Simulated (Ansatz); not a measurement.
GeO2 (alpha-quartz type, space group P3_121)

```xyz
9
Lattice="4.9907 0.0000 0.0000 -2.4954 4.3221 0.0000 0.0000 0.0000 5.6919" Properties=species:S:1:pos:R:3 pbc="T T T"
Ge     2.2518     0.0000     1.8973
Ge    -1.1259     1.9501     3.7946
Ge     1.3695     2.3720     0.0000
O      1.2071     1.3170     1.3983
O      3.2467     0.3869     3.2956
O      3.0324     2.6182     5.1929
O     -1.2883     3.0051     2.3963
O      0.5370     1.7039     4.2936
O      0.7513     3.9352     0.4990
```

E(V) scan at fixed shape, V₀ the volume above. The atoms relax within the cell's symmetry.

Level of theory: PBEsol (plane waves to 420 eV, PAW, scalar-relativistic; Ansatz, a program for electronic structure). k mesh 8×8×6 (Γ-centred), Fermi-Dirac smearing 0.05 eV. Energies are smeared free energies. Stress and pressure are positive under compression. With the shape held, the modulus is that of even scaling; a crystal free to change shape is softer. GeO2 was relaxed with its symmetry unable to fall. ΔE is measured from the relaxed starting cell.

| V (Å³/atom) | ΔE (meV/atom) |
|---|---|
| 11.459 | 55.9 |
| 11.896 | 33.7 |
| 12.332 | 17.8 |
| 12.769 | withheld |
| 13.205 | 1.8 |
| 13.642 | 0.0 |
| 14.078 | 1.6 |
| 14.515 | 6.2 |
| 14.952 | 13.3 |
| 15.388 | 22.6 |
| 15.825 | 34.0 |

Task: Fit a third-order Birch-Murnaghan form (E₀, V₀, B₀, B₀′ free) to the given rows and predict ΔE at V = 12.769.

Result: Least squares on the 10 given rows: ΔE = E₀ + (9V₀B₀/16)·y²·[2 + (B₀′ − 4)y], y = (V₀/V)^(2/3) − 1, with V₀ = 13.639 Å³/atom, B₀ = 39.27 GPa (160.2 GPa = 1 eV/Å³; the term in eV is multiplied by 1000), B₀′ = 3.69, E₀ = -0.05 meV/atom; root-mean-square residual 0.06 meV/atom. At 12.769 the fit gives 7.5 meV/atom; the calculation gives 7.5 meV/atom, the same to the digits shown. For the pressure the fit gives 2.9 GPa against the computed 2.9 GPa.

(A scan under strain: stresses follow from slopes of the energy per volume, elastic moduli from its curvatures.)
